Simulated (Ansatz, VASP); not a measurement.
Two plane-wave programs on Cs

```
Cs
1.0
    -3.14340    3.14340    3.26430
     3.14340   -3.14340    3.26430
     3.14340    3.14340   -3.26430
Cs
1
Direct
  0.00000 0.00000 0.00000
```

Change from the starting cell: strain +0.040 along x and y, +0.080 along z, atoms carried along.

Alike in both runs: task single point; functional PBE; k mesh 12 × 12 × 12; occupations gaussian, width 0.15 eV; no spin polarisation.

```csv
,VASP,Ansatz
version,VASP 6.6.1,Ansatz 0.2.0
potentials or method,"VASP PAW PBE potentials, release 64 (Cs_sv)","scalar-relativistic, plane waves, PAW"
plane-wave cutoff (eV),520,420
valence electrons in the cell,9,9
```

|  | VASP | Ansatz | Ansatz less VASP |
| --- | --- | --- | --- |
| gap on the k mesh at the Fermi level (eV) | none | none | - |
| pressure (GPa) | -0.2 | -0.2 | +0.01 |

A gap of «none» marks a metal or a gap that the smearing closes. The functional is the same, so the differences come from potentials, cutoffs and numerics.

The runs have no spin-orbit coupling, so splittings on Cs are missing.
